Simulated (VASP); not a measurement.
The system is Al2Cu (Khatyrkite).

```
Cu Al
1.0
    -3.03350    3.03350    2.43850
     3.03350   -3.03350    2.43850
     3.03350    3.03350   -2.43850
Cu Al
2 4
Direct
  0.25000 0.25000 0.00000
  0.75000 0.75000 0.00000
  0.34190 0.15810 0.50000
  0.84190 0.34190 0.18380
  0.65810 0.84190 0.50000
  0.15810 0.65810 0.81620
```

* Program: VASP 6.6.1
* Task: single point
* Functional: PBE
* Potentials or basis: VASP PAW PBE potentials, release 64 (Cu, Al)
* Cutoff: 520 eV
* k mesh: 7 × 7 × 7
* Occupations: fermi-dirac, width 0.05 eV
* Spin: no spin polarisation

On this cell: pressure -0.1 GPa; largest force under 0.003 eV/Å; band gap on the k mesh none (metal or under the smearing width).

The same run follows on a disturbed copy (atoms moved at random, drawn with an rms of 0.05 Å):

```
CELL_PARAMETERS angstrom
-3.03350 3.03350 2.43850
3.03350 -3.03350 2.43850
3.03350 3.03350 -2.43850
ATOMIC_POSITIONS crystal
Cu 0.25608 0.25217 0.99846
Cu 0.73807 0.73336 0.99208
Al 0.34716 0.16392 0.49114
Al 0.84902 0.34759 0.20335
Al 0.64960 0.82981 0.49661
Al 0.16036 0.66648 0.82651
```

Question: What does the disturbed cell give?

Answer: The energy (extrapolated to zero smearing) moves by +9.6 meV/atom; pressure 0.1 GPa; largest force 0.674 eV/Å; band gap on the k mesh none (metal or under the smearing width).

Forces on the atoms (eV/Å):
```
Cu   0.020 -0.199 -0.548
Cu   0.236  0.040  0.630
Al  -0.016  0.111 -0.342
Al  -0.299 -0.110  0.050
Al   0.151  0.017  0.252
Al  -0.093  0.140 -0.042
```

Stress tensor (GPa, compression positive):
```
-0.01  0.40  0.34
 0.40 -0.23 -0.27
 0.34 -0.27  0.66
```
